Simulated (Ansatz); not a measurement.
# NbN: pressure against volume

NbN, Fm-3m, a = 4.422 Å. Ansatz: PBE, PAW, 420 eV, Γ-centred 16×16×16 mesh on 2 atoms, Gaussian smearing 0.10 eV; no spin polarisation. Symmetry fixes shape and atoms, so the cell is only scaled; pressure is positive in compression.

| V (Å³/atom) | P (GPa) |
| --- | --- |
| 9.509 | 51.94 |
| 9.833 | ? |
| 10.157 | 21.76 |
| 10.481 | 10.00 |
| 10.805 | 0.00 |
| 11.129 | -8.50 |
| 11.453 | -15.72 |
| 11.886 | -23.68 |

Take V0 = 10.805 Å³/atom, fit the third-order Birch–Murnaghan form to the other rows, and predict the missing pressure.

With the Eulerian strain f = ½[(V0/V)^(2/3) − 1] and y = P/[3f(1 + 2f)^(5/2)], the form is the line y = B0 + 1.5 B0 (B0′ − 4) f. Rows (f, y): 0.04446, 314.7; 0.02105, 310.8; 0.01025, 309.1; -0.00975, 305.3; -0.01904, 303.3; -0.03079, 300.5. Means f = 0.002697, y = 307.28; Σ(Δf)² = 0.003887, ΣΔfΔy = 0.7264; the slope is their ratio. y = 306.8 + 186.9 f GPa, so B0 = 306.8 GPa and B0′ = 4 + 2 × (186.9)/(3 × 306.8) = 4.41. At V = 9.833, f = 0.03243, y = 312.86 and P = 35.62 GPa. The run gave 35.61 GPa, so the fit is 0.01 GPa too high, within the rms miss on the fitted rows (0.03 GPa).